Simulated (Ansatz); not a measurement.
# NbN: the cost of one run

Program: Ansatz 0.2.0. Level of theory: DFT PBE+U (U_eff = 2 eV on Nb d), plane waves, PAW. These are calculated values, not measurements.

### Step 1. The system as given

It takes space group Fm-3m (No. 225, cubic). Conventional cell: a = 4.389 Å, b = 4.389 Å, c = 4.389 Å, α = 90.00°, β = 90.00°, γ = 90.00°. Around Nb (site symmetry m-3m) lie 6 N at 2.19 Å. N (site symmetry m-3m) has 6 Nb at 2.19 Å as nearest neighbours.

As a file:

```cif
data_structure
_symmetry_space_group_name_H-M 'Fm-3m'
_symmetry_Int_Tables_number 225
_cell_length_a 4.3890
_cell_length_b 4.3890
_cell_length_c 4.3890
_cell_angle_alpha 90.000
_cell_angle_beta 90.000
_cell_angle_gamma 90.000
_cell_volume 84.55
loop_
_atom_site_label
_atom_site_type_symbol
_atom_site_symmetry_multiplicity
_atom_site_Wyckoff_symbol
_atom_site_fract_x
_atom_site_fract_y
_atom_site_fract_z
_atom_site_occupancy
Nb1 Nb 4 b 0.00000 0.00000 0.50000 1
N1 N 4 a 0.00000 0.00000 0.00000 1
```

An earlier series on this cell reached its lowest free state from «ferromagnetic start, free, natural orbitals of the symmetric run filled by rank», perhaps among other starts (it ended without moments).

### Step 2. Canted directions free, 120°

The input, input.yaml:

```yaml
crystal:
  lattice:
    - [0.0, 2.19450073, 2.19450073]
    - [4.38900146, 2.19450073, 2.19450073]
    - [4.38900146, 4.38900146, 0.0]
  atoms:
    - { symbol: Nb, position: [0.5, 0.5, 0.0], spin: 2.0, spin_axis: [0.0, 0.0, 1.0] }
    - { symbol: "N", position: [0.0, 0.0, 0.0] }
    - { symbol: Nb, position: [0.5, 0.5, 0.5], spin: 2.0, spin_axis: [0.866025, 0.0, -0.5] }
    - { symbol: "N", position: [0.0, 0.0, 0.5] }
basis:
  ecutwfc: 420
  ecutrho_ratio: 4
kpoints:
  mp_grid: { grid: [7, 7, 7] }
hamiltonian:
  xc: pbe
  hubbard:
    sites:
      - { site: 0, l: d, u_eff: 2.0, starting_ns: [{ occupation_matrix: s0 }] }
      - { site: 2, l: d, u_eff: 2.0, starting_ns: [{ occupation_matrix: s2 }] }
    occupation_matrices:
      s0:
        spinor_matrix:
          - [[0.02, 0.0], [0.0, 0.0], [0.0, 0.0], [0.0, 0.0], [0.0, 0.0], [0.0, 0.0], [0.0, 0.0], [0.0, 0.0], [0.0, 0.0], [0.0, 0.0]]
          - [[0.0, 0.0], [0.97, 0.0], [0.0, 0.0], [0.0, 0.0], [0.0, 0.0], [0.0, 0.0], [0.0, 0.0], [0.0, 0.0], [0.0, 0.0], [0.0, 0.0]]
          - [[0.0, 0.0], [0.0, 0.0], [0.02, 0.0], [0.0, 0.0], [0.0, 0.0], [0.0, 0.0], [0.0, 0.0], [0.0, 0.0], [0.0, 0.0], [0.0, 0.0]]
          - [[0.0, 0.0], [0.0, 0.0], [0.0, 0.0], [0.02, 0.0], [0.0, 0.0], [0.0, 0.0], [0.0, 0.0], [0.0, 0.0], [0.0, 0.0], [0.0, 0.0]]
          - [[0.0, 0.0], [0.0, 0.0], [0.0, 0.0], [0.0, 0.0], [0.97, 0.0], [0.0, 0.0], [0.0, 0.0], [0.0, 0.0], [0.0, 0.0], [0.0, 0.0]]
          - [[0.0, 0.0], [0.0, 0.0], [0.0, 0.0], [0.0, 0.0], [0.0, 0.0], [0.02, 0.0], [0.0, 0.0], [0.0, 0.0], [0.0, 0.0], [0.0, 0.0]]
          - [[0.0, 0.0], [0.0, 0.0], [0.0, 0.0], [0.0, 0.0], [0.0, 0.0], [0.0, 0.0], [0.02, 0.0], [0.0, 0.0], [0.0, 0.0], [0.0, 0.0]]
          - [[0.0, 0.0], [0.0, 0.0], [0.0, 0.0], [0.0, 0.0], [0.0, 0.0], [0.0, 0.0], [0.0, 0.0], [0.02, 0.0], [0.0, 0.0], [0.0, 0.0]]
          - [[0.0, 0.0], [0.0, 0.0], [0.0, 0.0], [0.0, 0.0], [0.0, 0.0], [0.0, 0.0], [0.0, 0.0], [0.0, 0.0], [0.02, 0.0], [0.0, 0.0]]
          - [[0.0, 0.0], [0.0, 0.0], [0.0, 0.0], [0.0, 0.0], [0.0, 0.0], [0.0, 0.0], [0.0, 0.0], [0.0, 0.0], [0.0, 0.0], [0.02, 0.0]]
      s2:
        spinor_matrix:
          - [[0.02, 0.0], [0.0, 0.0], [0.0, 0.0], [0.0, 0.0], [0.0, 0.0], [0.0, 0.0], [0.0, 0.0], [0.0, 0.0], [0.0, 0.0], [0.0, 0.0]]
          - [[0.0, 0.0], [0.2575, 0.0], [0.0, 0.0], [0.0, 0.0], [0.0, 0.0], [0.0, 0.0], [0.41136, 0.0], [0.0, 0.0], [0.0, 0.0], [0.0, 0.0]]
          - [[0.0, 0.0], [0.0, 0.0], [0.02, 0.0], [0.0, 0.0], [0.0, 0.0], [0.0, 0.0], [0.0, 0.0], [0.0, 0.0], [0.0, 0.0], [0.0, 0.0]]
          - [[0.0, 0.0], [0.0, 0.0], [0.0, 0.0], [0.02, 0.0], [0.0, 0.0], [0.0, 0.0], [0.0, 0.0], [0.0, 0.0], [0.0, 0.0], [0.0, 0.0]]
          - [[0.0, 0.0], [0.0, 0.0], [0.0, 0.0], [0.0, 0.0], [0.2575, 0.0], [0.0, 0.0], [0.0, 0.0], [0.0, 0.0], [0.0, 0.0], [0.41136, 0.0]]
          - [[0.0, 0.0], [0.0, 0.0], [0.0, 0.0], [0.0, 0.0], [0.0, 0.0], [0.02, 0.0], [0.0, 0.0], [0.0, 0.0], [0.0, 0.0], [0.0, 0.0]]
          - [[0.0, 0.0], [0.41136, 0.0], [0.0, 0.0], [0.0, 0.0], [0.0, 0.0], [0.0, 0.0], [0.7325, 0.0], [0.0, 0.0], [0.0, 0.0], [0.0, 0.0]]
          - [[0.0, 0.0], [0.0, 0.0], [0.0, 0.0], [0.0, 0.0], [0.0, 0.0], [0.0, 0.0], [0.0, 0.0], [0.02, 0.0], [0.0, 0.0], [0.0, 0.0]]
          - [[0.0, 0.0], [0.0, 0.0], [0.0, 0.0], [0.0, 0.0], [0.0, 0.0], [0.0, 0.0], [0.0, 0.0], [0.0, 0.0], [0.02, 0.0], [0.0, 0.0]]
          - [[0.0, 0.0], [0.0, 0.0], [0.0, 0.0], [0.0, 0.0], [0.41136, 0.0], [0.0, 0.0], [0.0, 0.0], [0.0, 0.0], [0.0, 0.0], [0.7325, 0.0]]
    ns_hold: { iters: 8 }
scf:
  occupations: { method: gaussian, width: 0.05 }
  lower_state_search: "off"
  max_iter: 150
output:
  forces: true
  stress: true
  eigenvalues: true
  populations: true
  hubbard: { sites: [{ site: 0, l: d }, { site: 2, l: d }] }
  write_density: true
  write_potential: true
  elf: true
  volumetric_format: npy
magnetization:
  noncollinear: true
  spin_orbit: false
```

The typed matrices put 0.97 on the chosen orbitals and 0.02 on the others, and are held for 8 cycles. Spins may be non-collinear here, without spin–orbit coupling.

The run is started by

```console
ansatz run input.yaml --threads 2 --pin off --max-ram 3072MiB --backend cpu --events-out ev --progress --plain --runs-dir out
```

Q: Estimate wall time and peak memory on 2 threads of Arm Neoverse V1, shared host.

About 1.8 min, with a peak of 0.6 GiB.
